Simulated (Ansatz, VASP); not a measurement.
# GaN in VASP and in Ansatz

File INCAR:

```
ALGO = Normal ; EDIFF = 1E-6
ENCUT = 520 ; GGA = PS
ISIF = 2 ; ISMEAR = 0
LASPH = T ; LCHARG = F
LREAL = F ; LWAVE = F
NBANDS = 16 ; NELM = 100
PREC = Accurate ; SIGMA = 0.05
```

The input KPOINTS:

```
k-points
0
Gamma
  10 10 10
```

Contents of POSCAR:

```
GaN
1.0
    0.1055765035      2.2535006075      2.2535006075
    2.2535006075      0.1055765035      2.2535006075
    2.3590771110      2.3590771110      0.0000000000
Ga N
1 1
Direct
    0.0000000000      0.0000000000      0.0000000000
    0.7500000000      0.7500000000      0.7500000000
```

Input for Ansatz:

```yaml
crystal:
  lattice:
    - [0.1055765035, 2.2535006075, 2.2535006075]
    - [2.2535006075, 0.1055765035, 2.2535006075]
    - [2.359077111, 2.359077111, 0.0]
  atoms:
    - { symbol: Ga, position: [0.0, 0.0, 0.0] }
    - { symbol: "N", position: [0.75, 0.75, 0.75] }
basis:
  ecutwfc: 420
kpoints:
  mp_grid: { grid: [10, 10, 10] }
hamiltonian:
  xc: pbesol
scf:
  occupations: { method: gaussian, width: 0.05 }
output:
  forces: true
  stress: true
  eigenvalues: true
```

Change from the starting cell: strain +0.0937 x Voigt [0, 0, 0, 0, 0, 1], atoms carried along.

Alike in both runs: task single point; functional PBEsol; k mesh 10 × 10 × 10; occupations gaussian, width 0.05 eV; no spin polarisation.

```csv
,VASP,Ansatz
version,VASP 6.6.1,Ansatz 0.2.0
potentials or method,"VASP PAW PBE potentials, release 64 (Ga_d, N)","scalar-relativistic, plane waves, PAW"
plane-wave cutoff (eV),520,420
valence electrons in the cell,18,18
```

VASP gave:

| Property | Result |
| --- | --- |
| gap on the k mesh at the Fermi level (eV) | 1.33 |
| least direct gap on the mesh (eV) | 1.33 |
| pressure (GPa) | 0.9 |
| largest component of the traceless stress (GPa) | 17.84 |
| rms of the force components (eV/Å) | 0.442 |

Problem. Which values does Ansatz return?

Solution. gap on the k mesh at the Fermi level (eV): 1.32; least direct gap on the mesh (eV): 1.32; pressure (GPa): 1.1; largest component of the traceless stress (GPa): 17.86; rms of the force components (eV/Å): 0.454.

Atom by atom the forces differ by 0.012 eV/Å (rms over components).

Caveats: the PAW data sets were made with another functional, which shifts forces and pressure a little (VASP).
